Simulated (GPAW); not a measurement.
Runs of GPAW 26.7.0 on Si. The structure is cubic, space group Fd-3m (No. 227). Conventional cell: a = 5.444 Å, b = 5.444 Å, c = 5.444 Å, α = 90.00°, β = 90.00°, γ = 90.00°. Si (site symmetry -43m) is surrounded by 4 Si at 2.36 Å. 

```tsv
task	level	potentials or basis	cell	k mesh	cutoff (eV)	smearing	maxiter	optimizer	fmax	max steps	convergence	gap on the mesh (eV)	pressure (GPa)	relaxed volume (Å³/atom)
relaxation of cell and atoms	r2SCAN	GPAW PAW data sets (gpaw-data 1.2.1), pw	relaxed	8 × 8 × 8	600	fermi-dirac 0.05 eV	150	BFGS	0.02 eV/Å	60	density=1e-05 forces=0.0001	0.82	0.0	20.23
relaxation of cell and atoms	LDA	the program's PAW data sets (release 1.2.1) made for this functional, pw	relaxed	8 × 8 × 8	600	fermi-dirac 0.05 eV	150	BFGS	0.02 eV/Å	60	density=1e-05 forces=0.0001	(b)	0.0	19.75
single point	LDA	the program's PAW data sets (release 1.2.1) made for this functional, pw	as given	7 × 7 × 7	450	fermi-dirac 0.05 eV	120	-	-	-	default	0.48	(c)	-
dielectric tensor	LDA	the program's PAW data sets (release 1.2.1) made for this functional, pw	as given	7 × 7 × 7	450	fermi-dirac 0.001 eV	150	-	-	-	-	0.48	-	-
relaxation of cell and atoms	PBEsol	PAW data sets generated in the run's folder for this functional, pw	relaxed	8 × 8 × 8	600	fermi-dirac 0.05 eV	150	BFGS	0.02 eV/Å	60	density=1e-05 forces=0.0001	(a)	0.0	20.11
relaxation of cell and atoms	revPBE	the program's PAW data sets (release 1.2.1) made for this functional, pw	relaxed	8 × 8 × 8	600	fermi-dirac 0.05 eV	150	BFGS	0.02 eV/Å	60	density=1e-05 forces=0.0001	0.72	0.1	20.77
```

Alike in all rows: no spin polarisation.

Fill in the values left out.

(a) 0.52; (b) 0.50; (c) -1.9.

Caveats: later steps reuse the first step's grids (some runs); an odd mesh through Γ misses points on the zone boundary, where band edges often lie (some runs); the PAW data sets were made with another functional, which shifts forces and pressure a little (some runs); the cutoff is short for stress and forces, so pressures can be off by a GPa or more (some runs); the gap is small at this level, which inflates the dielectric constant (some runs); the long-wavelength limit can be off by a per cent or two (some runs).

Runs at the PBE level aren't shown here.
